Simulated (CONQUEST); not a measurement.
## Pb under changes of volume

One of the cells (30.323 Å³/atom); the others are scaled copies at fixed shape and fractional positions:

```xyz
2
Lattice="3.5002 0.0000 0.0000 0.0000 3.5002 0.0000 0.0000 0.0000 4.9500" Properties=species:S:1:pos:R:3 pbc="T T T"
Pb    0.0000    0.0000    0.0000
Pb    1.7501    1.7501    2.4750
```

* Program: CONQUEST 1.3
* Functional: PBEsol
* Potentials or basis: PseudoDojo NC PBEsol, DZP, grid of 36 × 36 × 48 points
* k mesh: 8 × 8 × 6
* Occupations: fermi-dirac, width 0.05 eV
* Spin: no spin polarisation

| volume (Å³/atom) | energy over the lowest point (meV/atom) | pressure (GPa) |
| --- | --- | --- |
| 28.503 | ? | ? |
| 29.110 | 7.49 | 2.2 |
| 29.716 | 1.65 | 0.9 |
| 30.323 | 0.00 | 0.2 |
| 30.929 | 0.33 | -0.5 |
| 31.535 | 4.17 | -1.4 |
| 32.142 | 11.27 | -2.2 |

Problem. What does the run at 28.503 Å³/atom give?

Solution. Energy over the lowest point 18.27 meV/atom; pressure 3.7 GPa.

Worked out: A Birch-Murnaghan fit of order 3 (a polynomial in V^(-2/3)) to the other rows has its minimum at 30.47 Å³/atom with B0 = V·E''(V) = 41 GPa (rough, since the energies scatter). It gives 15.93 meV/atom at 28.503 Å³/atom, against the run's 18.27, and -dE/dV = 2.7 GPa, against 3.7.

Energies are extrapolated to zero smearing.

Caveats: the basis of atomic orbitals isn't converged, which shifts pressures, moduli and gaps; the real-space grid breaks the cell's symmetry a little (some runs).
